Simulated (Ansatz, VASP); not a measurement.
Os in VASP and in Ansatz

INCAR

```
SYSTEM = Os
  PREC = Accurate
  ENCUT = 520
  EDIFF = 1E-6
  ISMEAR = 0
  SIGMA = 0.1
  LREAL = .FALSE.
  LASPH = .TRUE.
  NELM = 100
  ALGO = Fast
  ISIF = 2
  LWAVE = .FALSE.
  LCHARG = .FALSE.
  LDIPOL = .TRUE.
  IDIPOL = 3
  DIPOL = 0.5 0.5 0.500
  GGA = PE
  NBANDS = 37
```

Contents of KPOINTS:

```
Automatic mesh
0
G
  15 15 1
  0 0 0
```

File POSCAR:

```
Os
1.0
    2.7528310569      0.0000000000      0.0000000000
   -1.3764155284      2.3840216276      0.0000000000
    0.0000000000      0.0000000000     28.0528968982
Os
7
Direct
    0.3333333333      0.6666666667      0.2673520680
    0.6666666667      0.3333333333      0.3449013787
    0.3333333333      0.6666666667      0.4224506893
    0.6666666667      0.3333333333      0.5000000000
    0.3333333333      0.6666666667      0.5775493107
    0.6666666667      0.3333333333      0.6550986213
    0.3333333333      0.6666666667      0.7326479320
```

Input for Ansatz:

```yaml
crystal:
  lattice:
    - [2.7528310569, 0.0, 0.0]
    - [-1.3764155284, 2.3840216276, 0.0]
    - [0.0, 0.0, 28.0528968982]
  atoms:
    - { symbol: Os, position: [0.3333333333, 0.6666666667, 0.267352068] }
    - { symbol: Os, position: [0.6666666667, 0.3333333333, 0.3449013787] }
    - { symbol: Os, position: [0.3333333333, 0.6666666667, 0.4224506893] }
    - { symbol: Os, position: [0.6666666667, 0.3333333333, 0.5] }
    - { symbol: Os, position: [0.3333333333, 0.6666666667, 0.5775493107] }
    - { symbol: Os, position: [0.6666666667, 0.3333333333, 0.6550986213] }
    - { symbol: Os, position: [0.3333333333, 0.6666666667, 0.732647932] }
basis:
  ecutwfc: 420
kpoints:
  mp_grid: { grid: [15, 15, 1] }
hamiltonian:
  xc: pbe
scf:
  occupations: { method: gaussian, width: 0.1 }
output:
  forces: true
  eigenvalues: true
  write_density: true
  write_potential: true
  elf: true
  volumetric_format: npy
efield:
  axis: 3
  dipole_correction: true
  ramp_width: 0.04
```

Alike in both runs: task single point; functional PBE; k mesh 15 × 15 × 1; occupations gaussian, width 0.1 eV; no spin polarisation.

|  | VASP | Ansatz |
| --- | --- | --- |
| version | VASP 6.6.1 | Ansatz 0.2.0 |
| potentials or method | VASP PAW PBE potentials, release 64 (Os) | scalar-relativistic, plane waves, PAW |
| plane-wave cutoff (eV) | 520 | 420 |
| valence electrons in the cell | 56 | 112 |

```csv
,VASP,Ansatz,Ansatz less VASP
gap on the k mesh at the Fermi level (eV),none,none,-
rms of the force components (eV/Å),0.403,0.400,-0.0032
```

Atom by atom the forces differ by 0.004 eV/Å (rms over components). A gap of «none» marks a metal or a gap that the smearing closes. The two sets of potentials don't hold the same shells in valence. Ansatz warned: «xc_potential_rough_in_thin_density».

The runs have no spin-orbit coupling, so splittings on Os are missing.
